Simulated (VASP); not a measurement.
# Hf (P6_3/mmc) in VASP: elastic constants with LDA

Aim: the elastic constants of Hf with LDA.

Program: VASP 6.6.1. These are calculated values, not measurements. Logs are shortened: lines on timing, memory, paths and dates and some standing lists are left out, and cuts for length are marked.

## Step 1: Starting point

The structure is hexagonal, space group P6_3/mmc (No. 194). The conventional cell has a = 3.192 Å, b = 3.192 Å, c = 5.045 Å, α = 90.00°, β = 90.00°, γ = 120.00°. Hf (site symmetry -6m2) has 12 Hf at 3.12 to 3.19 Å as nearest neighbours.

## Step 2: Elastic constants, LDA

File POSCAR:

```
Hf
1.0
    3.1923846300      0.0000000000      0.0000000000
   -1.5961923200      2.7646861900      0.0000000000
    0.0000000000      0.0000000000      5.0450416400
Hf
2
Direct
    0.3333333300      0.6666666700      0.2500000000
    0.6666666700      0.3333333300      0.7500000000
```

File INCAR.step1:

```
PREC     = Accurate       # precision mode
ENCUT    = 350            # plane-wave cutoff, eV
EDIFF    = 1E-8           # SCF threshold, eV
ISMEAR   = 0              # smearing method
SIGMA    = 0.1            # smearing width, eV
LREAL    = False          # projectors in reciprocal space
LASPH    = True           # aspherical terms in the spheres
NELM     = 80             # most SCF steps
ALGO     = Normal         # electronic algorithm
ISIF     = 3              # what is computed and relaxed
LWAVE    = False          # write WAVECAR
LCHARG   = False          # write CHGCAR
GGA      = CA             # functional
IBRION   = 2              # ionic algorithm
NSW      = 40             # ionic steps
EDIFFG   = -0.002         # ionic threshold
```

File INCAR.step2:

```
PREC     = Accurate       # precision mode
ENCUT    = 350            # plane-wave cutoff, eV
EDIFF    = 1E-8           # SCF threshold, eV
ISMEAR   = 0              # smearing method
SIGMA    = 0.1            # smearing width, eV
LREAL    = False          # projectors in reciprocal space
LASPH    = True           # aspherical terms in the spheres
NELM     = 80             # most SCF steps
ALGO     = Normal         # electronic algorithm
ISIF     = 3              # what is computed and relaxed
LWAVE    = False          # write WAVECAR
LCHARG   = False          # write CHGCAR
GGA      = CA             # functional
IBRION   = 6              # ionic algorithm
NFREE    = 2            
POTIM    = 0.015          # step
NSW      = 1              # ionic steps
```

File KPOINTS:

```
regular mesh
0
Gamma
  15 15 8
```

Potentials or basis: VASP PAW LDA potentials, release 64 (Hf_pv).

Started as:

```console
$ cat potpaw_LDA.64/Hf_pv/POTCAR > POTCAR
$ cp INCAR.step1 INCAR
$ mpirun -np 1 vasp_std > vasp.out
$ cp CONTCAR POSCAR
$ cp INCAR.step2 INCAR
$ mpirun -np 1 vasp_std > vasp.out
```

OUTCAR:

```text
PREC = Accurate
   ENCUT = 350
   EDIFF = 1E-8
   ISMEAR = 0
   LREAL = False
   LASPH = True
   NELM = 80
   ISIF = 3
   GGA = CA
   IBRION = 6
   NFREE = 2
   POTIM = 0.015
   NSW = 1

 ion  position               nearest neighbor table
   1  0.333  0.667  0.250-   2 3.06   2 3.06   2 3.06   2 3.06   2 3.06   2 3.06
   2  0.667  0.333  0.750-   1 3.06   1 3.06   1 3.06   1 3.06   1 3.06   1 3.06

  LATTYP: Found a hexagonal cell.
 ALAT       =     3.1214384977
 C/A-ratio  =     1.5820510937

  Lattice vectors:

 A1 = (   3.1214384977,   0.0000000001,   0.0000000000)
 A2 = (  -1.5607192536,   2.7032450370,   0.0000000000)
 A3 = (   0.0000000000,   0.0000000000,   4.9382751893)

Analysis of symmetry for initial positions (statically):
=====================================================================
 Subroutine PRICEL returns:
 Original cell was already a primitive cell.

 Routine SETGRP: Setting up the symmetry group for a
 hexagonal supercell.

 Subroutine GETGRP returns: Found 24 space group operations
 (whereof 12 operations were pure point group operations)
 out of a pool of 24 trial point group operations.

The static configuration has the point symmetry D_3d.
 The point group associated with its full space group is D_6h.

Analysis of symmetry for dynamics (positions and initial velocities):
=====================================================================
 Subroutine PRICEL returns:
 Original cell was already a primitive cell.

 Routine SETGRP: Setting up the symmetry group for a
 hexagonal supercell.

 Subroutine GETGRP returns: Found 24 space group operations
 (whereof 12 operations were pure point group operations)
 out of a pool of 24 trial point group operations.

The dynamic configuration has the point symmetry D_3d.
 The point group associated with its full space group is D_6h.

 Subroutine INISYM returns: Found 24 space group operations
 (whereof 12 operations are pure point group operations),
 and found     1 'primitive' translations

----------------------------------------------------------------------------------------

                                     Primitive cell

  volume of cell :      41.6692

  direct lattice vectors                    reciprocal lattice vectors
     3.121438498  0.000000000  0.000000000     0.320365114  0.184962885  0.000000000
    -1.560719254  2.703245037  0.000000000    -0.000000000  0.369925769  0.000000000
     0.000000000  0.000000000  4.938275189     0.000000000  0.000000000  0.202499853

  length of vectors
     3.121438498  3.121438501  4.938275189     0.369925770  0.369925769  0.202499853

  position of ions in fractional coordinates (direct lattice)
     0.333333330  0.666666670  0.250000000
     0.666666670  0.333333330  0.750000000

  ion indices of the primitive-cell ions
   primitive index   ion index
                 1           1
                 2           2

----------------------------------------------------------------------------------------

 KPOINTS: regular mesh

Automatic generation of k-mesh.
 Grid dimensions read from file:
 generate k-points for:   15   15    8

 Generating k-lattice:

[... 118 lines left out ...]
  --------------------------------------------------------------------------------------
  -------------------------------------------------------------------------------------
  Total       -0.0092577     -0.0092577     -0.0041328      0.0000000      0.0000000     -0.0000000
  in kB       -0.3559557     -0.3559557     -0.1589067      0.0000000      0.0000000     -0.0000000
  external PRESSURE =      -0.2902727 kB  Pullay stress =       0.0000000 kB
[... 89 lines left out ...]
  FREE ENERGIE OF THE ION-ELECTRON SYSTEM (eV)
  ---------------------------------------------------
  free  energy   TOTEN  =       -21.3859649927 eV

  energy  without entropy=      -21.3777088628  energy(sigma->0) =      -21.38183693

[... ionic steps 4 to 14 ...]

--------------------------------------- Ionic step       15  -------------------------------------------

 number of electron      20.0000004 magnetization

------------------------ aborting loop because EDIFF is reached ----------------------------------------
[... 67 lines left out ...]
--------------------------------------- Ionic step       17  -------------------------------------------

 number of electron      20.0000001 magnetization

 Free energy of the ion-electron system (eV)
  ---------------------------------------------------
  ext. energy  EPLUGINS =         0.00000000
  ---------------------------------------------------
  free energy    TOTEN  =       -21.39159483 eV

  energy without entropy =      -21.38391730  energy(sigma->0) =      -21.38775606

 E-fermi :   5.3202     XC(G=0): -11.7987

 val. band max:        5.3150052345   @ k =  -0.2000   0.4667   0.3750
 cond. band min:       5.3406290405   @ k =   0.0667  -0.0000   0.2500
 fundamental gap:      0.0256238060
 Fermi energy:         5.3201783594

 k-point     1 :       0.0000    0.0000    0.0000
  band No.  band energies     occupation
      1     -25.6097      2.00000
      2     -24.6509      2.00000
      3     -24.6509      2.00000
      4     -24.4890      2.00000
      5     -24.4875      2.00000
      6     -24.4875      2.00000
      7      -2.2458      2.00000
      8       1.3737      2.00000
      9       6.3752      0.00000
     10       6.4267      0.00000
     11       6.4267      0.00000
     12       6.7392      0.00000
     13       7.3183      0.00000
     14       7.3183      0.00000
[... 377 lines left out ...]
      1     -25.3183      2.00000
      2     -25.1333      2.00000
      3     -25.0581      2.00000
      4     -25.0108      2.00000
      5     -24.8343      2.00000
      6     -24.7700      2.00000
      7       2.7079      2.00000
      8       2.8847      2.00000
      9       3.1836      2.00000
     10       4.2083      2.00000
     11       5.6342      0.00001
     12       6.0043      0.00000
     13       7.2722      0.00000
     14      10.6893      0.00000

 [... further k-points ...]

------------------------ aborting loop because EDIFF is reached ----------------------------------------

  FORCE on cell =-STRESS in cart. coord.  units (eV):
  Direction    XX          YY          ZZ          XY          YZ          ZX
  --------------------------------------------------------------------------------------
  -------------------------------------------------------------------------------------
  Total       -0.0070598     -0.0070598      0.0013951      0.0000000      0.0000000     -0.0000000
  in kB       -0.2714492     -0.2714492      0.0536407      0.0000000      0.0000000     -0.0000000
  external PRESSURE =      -0.1630859 kB  Pullay stress =       0.0000000 kB
[... 17 lines left out ...]
  FREE ENERGIE OF THE ION-ELECTRON SYSTEM (eV)
  ---------------------------------------------------
  free  energy   TOTEN  =       -21.3915948255 eV

  energy  without entropy=      -21.3839172975  energy(sigma->0) =      -21.38775606

 INTERNAL STRAIN TENSORS FROM STRAINED CELLS
 ============================================

 INTERNAL STRAIN TENSOR FOR ION    1 for displacements in x,y,z  (eV/Angst):
          X           Y           Z          XY          YZ          ZX
  --------------------------------------------------------------------------------
  x     0.00000    -0.00000     0.00000    -2.09636     0.00000     0.00000
  y    -2.09863     2.09211    -0.00000     0.00006    -0.00004    -0.00008
  z    -0.00000     0.00000     0.00000     0.00000     0.00408    -0.00000

 INTERNAL STRAIN TENSORS FROM DISPLACED ATOMS
 ============================================

 INTERNAL STRAIN TENSOR FOR ION    1 for displacements in x,y,z  (eV/Angst):
          X           Y           Z          XY          YZ          ZX
  --------------------------------------------------------------------------------
  x     0.00000    -0.00000     0.00000    -2.06744     0.00000     0.00000
  y    -2.06744     2.06744     0.00000    -0.00000     0.00000     0.00000
  z    -0.00000    -0.00000     0.00000    -0.00000     0.00000     0.00000

 INTERNAL STRAIN TENSOR FOR ION    2 for displacements in x,y,z  (eV/Angst):
          X           Y           Z          XY          YZ          ZX
  --------------------------------------------------------------------------------
  x    -0.00000     0.00000    -0.00000     2.06744     0.00000     0.00000
  y     2.06744    -2.06744    -0.00000     0.00000     0.00000     0.00000
  z     0.00000     0.00000    -0.00000     0.00000    -0.00000    -0.00000

 Eigenvectors and eigenvalues of the dynamical matrix
 ----------------------------------------------------

   1 f  =    3.376098 THz    21.212648 2PiTHz  112.614503 cm-1    13.962413 meV
             X         Y         Z           dx          dy          dz
     -0.000000  1.802163  1.234569    -0.000000    0.000000    0.707107
      1.560719  0.901082  3.703706     0.000000    0.000000   -0.707107
[... 21 lines left out ...]
   6 f  =    0.000000 THz     0.000000 2PiTHz    0.000000 cm-1     0.000000 meV
             X         Y         Z           dx          dy          dz
     -0.000000  1.802163  1.234569    -0.000000    0.000000    0.707107
      1.560719  0.901082  3.703706     0.000000    0.000000    0.707107

--------------------------------------------------------------------------------------------------------

 ELASTIC MODULI CONTR FROM IONIC RELAXATION (kBar)
 Direction    XX          YY          ZZ          XY          YZ          ZX
 --------------------------------------------------------------------------------
 XX         -92.7360     92.7360      0.0000      0.0000     -0.0000     -0.0000
 YY          92.7360    -92.7360     -0.0000      0.0000      0.0000      0.0000
 ZZ           0.0000     -0.0000     -0.0000      0.0000     -0.0000     -0.0000
 XY           0.0000      0.0000      0.0000    -92.7360      0.0000      0.0000
 YZ          -0.0000      0.0000     -0.0000      0.0000     -0.0000     -0.0000
 ZX          -0.0000      0.0000     -0.0000      0.0000     -0.0000     -0.0000
 --------------------------------------------------------------------------------

 TOTAL ELASTIC MODULI (kBar)
 Direction    XX          YY          ZZ          XY          YZ          ZX
 --------------------------------------------------------------------------------
 XX        1987.2583    759.9045    830.4877     -0.0000     -0.0000     -0.0000
 YY         759.9045   1987.2583    830.4877     -0.0000      0.0000      0.0000
 ZZ         830.4877    830.4877   2209.6638     -0.0000     -0.0000     -0.0000
 XY          -0.0000     -0.0000     -0.0000    613.6769      0.0000      0.0000
 YZ          -0.0000      0.0000     -0.0000      0.0000    460.4863     -0.0000
 ZX          -0.0000      0.0000     -0.0000      0.0000     -0.0000    460.4864
 --------------------------------------------------------------------------------
```

Run time: 13 min. Hardware: 1 thread of Intel Xeon Platinum 8488C (Sapphire Rapids), shared host; peak memory 0.4 GiB.

What came out:

```yaml
Relaxed_volume: 20.83 Å³/atom
Relaxed_cell: a = 3.121 Å, b = 3.121 Å, c = 4.938 Å, α = 90.00°, β = 90.00°, γ = 120.00°
Space_group_after_relaxing_to_0.05_Å: P6_3/mmc (No. 194)
Voigt_bulk_modulus: 123 GPa
Highest_phonon_frequency_at_Γ: 113 cm⁻¹
```

The path:
```csv
step,energy change (eV),largest force (eV/Å),pressure (GPa),volume (Å³)
1,0.0000,0.0000,-7.23,44.53
2,0.0457,0.0000,11.62,38.36
3,-0.0677,0.0000,-0.17,41.73
4,-0.0677,0.0000,0.00,41.67
5,-0.0677,0.0000,0.16,41.62
6,-0.0678,0.0000,-0.18,41.73
7,-0.0678,0.0000,-0.05,41.69
8,-0.0678,0.0000,-0.01,41.67
```

Final structure:
```cif
data_structure
_symmetry_space_group_name_H-M 'P 1'
_symmetry_Int_Tables_number 1
_cell_length_a 3.1214
_cell_length_b 3.1214
_cell_length_c 4.9383
_cell_angle_alpha 90.000
_cell_angle_beta 90.000
_cell_angle_gamma 120.000
_cell_volume 41.67
loop_
_atom_site_label
_atom_site_type_symbol
_atom_site_fract_x
_atom_site_fract_y
_atom_site_fract_z
_atom_site_occupancy
Hf1 Hf 0.33333 0.66667 0.25000 1
Hf2 Hf 0.66667 0.33333 0.75000 1
```

Phonon frequencies in cm⁻¹ (negative: imaginary):
```tsv
q point	frequencies
(0.000, 0.000, 0.000)	0 0 0 73 73 113
```

Elastic tensor in Voigt notation (GPa, in the Cartesian axes of the cell as first typed):
```
199  76  83   0   0   0
 76 199  83   0   0   0
 83  83 221   0   0   0
  0   0   0  46   0   0
  0   0   0   0  46   0
  0   0   0   0   0  61
```

Clamped-ion elastic tensor (GPa):
```
208  67  83   0   0   0
 67 208  83   0   0   0
 83  83 221   0   0   0
  0   0   0  46   0   0
  0   0   0   0  46   0
  0   0   0   0   0  71
```
